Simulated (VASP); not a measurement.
Input of a VASP 6.6.1 run:

Contents of INCAR:

```
PREC = Accurate ; ENCUT = 520
EDIFF = 1E-6 ; ISMEAR = 0
SIGMA = 0.014 ; LREAL = F
LASPH = T ; NELM = 100
ALGO = Normal ; ISIF = 2
LWAVE = F ; LCHARG = F
GGA = PE
```

KPOINTS

```
regular mesh
0
Gamma
  8 8 8
```

The input POSCAR:

```
InP
1.0
    0.0000000000      2.9305000000      2.9305000000
    2.9305000000      0.0000000000      2.9305000000
    2.9305000000      2.9305000000      0.0000000000
In P
1 1
Direct
    0.0000000000      0.0000000000      0.0000000000
    0.7500000000      0.7500000000      0.7500000000
```

Potentials or basis: VASP PAW PBE potentials, release 64 (In_d, P).

The run is started by

```console
$ cat potpaw_PBE.64/In_d/POTCAR potpaw_PBE.64/P/POTCAR > POTCAR
$ mpirun -np 1 vasp_std > vasp.out
```

(1) What does it give for the pressure?

(2) Estimate the band gap on the k mesh.

## Answers

(1) 3.3 GPa.

(2) 0.71 eV, direct.

Caveat: spin-orbit coupling is left out, which moves the levels of the heavy elements.

**Experimental background.**

A printed reference work, data compilation reports, for a bulk crystal of InP at 1.6 K: band gap 1.4236 eV (direct).

Measured gap of InP: 1.4236 eV (direct; 1.6 K; a printed reference work, data compilation). This calculation gives 0.71 eV (-0.71 eV). Spin-orbit coupling on In is left out. The value is that of PBE, without temperature or zero-point motion. Semilocal functionals fall short of measured gaps as a rule.
